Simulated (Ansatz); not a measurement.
Ta, 2 atoms in the cell. Symmetry: P6_3/mmc, No. 194, hexagonal system. The conventional cell has a = 2.900 Å, b = 2.900 Å, c = 5.166 Å, α = 90.00°, β = 90.00°, γ = 120.00°. Around Ta (site symmetry -6m2) lie 12 Ta at 2.90 to 3.08 Å. This isn't the form of Ta at room conditions, which is bcc.

| Property | Result |
| --- | --- |
| Program | Ansatz 0.2.0 |
| Task | band structure |
| Functional | PBE |
| Potentials or basis | Ansatz PAW earlier set |
| Cutoff | 520 eV (not typed: the program's choice for these potentials) |
| k mesh | 11 × 11 × 5 |
| Occupations | fermi-dirac, width 0.05 eV |
| Spin | no spin polarisation |
| Path | [["G", "M", "K", "G", "A", "L", "H", "A"], ["L", "M"], ["K", "H"]] |
| Points for each segment of the path | 14 |

Potentials or basis: Ansatz PAW earlier set.

Run with:

```bash
$ ansatz run input.yaml --threads 2 --pin off --max-ram 5632MiB --backend cpu --events-out ev --progress --plain --runs-dir out
```

Hardware: 2 threads of Arm Neoverse V1 (shared host).

Task: Estimate the wall time of this run.

Result: Wall time 5.1 s on 2 threads of Arm Neoverse V1, on a shared host, peak memory 0.37 GiB. Counts: scf iterations 8, plane waves 1015, k points 48, bands 33.
